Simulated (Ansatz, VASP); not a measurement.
## Two plane-wave programs on AgCl

```
CELL_PARAMETERS angstrom
1.87091 -5.55660 0.00000
1.87091 5.55660 0.00000
0.00000 0.00000 3.92404
ATOMIC_POSITIONS crystal
Ag 0.39656 0.60344 0.75000
Ag 0.60344 0.39656 0.25000
Cl 0.86545 0.13455 0.25000
Cl 0.13455 0.86545 0.75000
```

Alike in both runs: task electric field gradients; functional PBE; k mesh 9 × 9 × 8; occupations fermi-dirac, width 0.03 eV; no spin polarisation.

|  | VASP | Ansatz |
| --- | --- | --- |
| version | VASP 6.6.1 | Ansatz 0.2.0 |
| potentials or method | VASP PAW PBE potentials, release 64 (Ag, Cl) | PAW with Ansatz's default frozen-core files, scalar-relativistic |
| plane-wave cutoff (eV) | 520 | 420 |
| valence electrons in the cell | 36 | 52 |

```tsv
	VASP	Ansatz	Ansatz less VASP
pressure (GPa)	1.5	1.7	+0.15
largest component of the traceless stress (GPa)	0.11	0.07	-0.046
rms of the force components (eV/Å)	0.006	0.006	+0.0002
Vzz of the field gradient on the site that differs most (V/Å²)	51.2	49.1	-2.09
```

Atom by atom the forces differ by 0.002 eV/Å (rms over components). The two sets of potentials don't hold the same shells in valence. Ansatz warned: «gradients_without_spin_orbit».
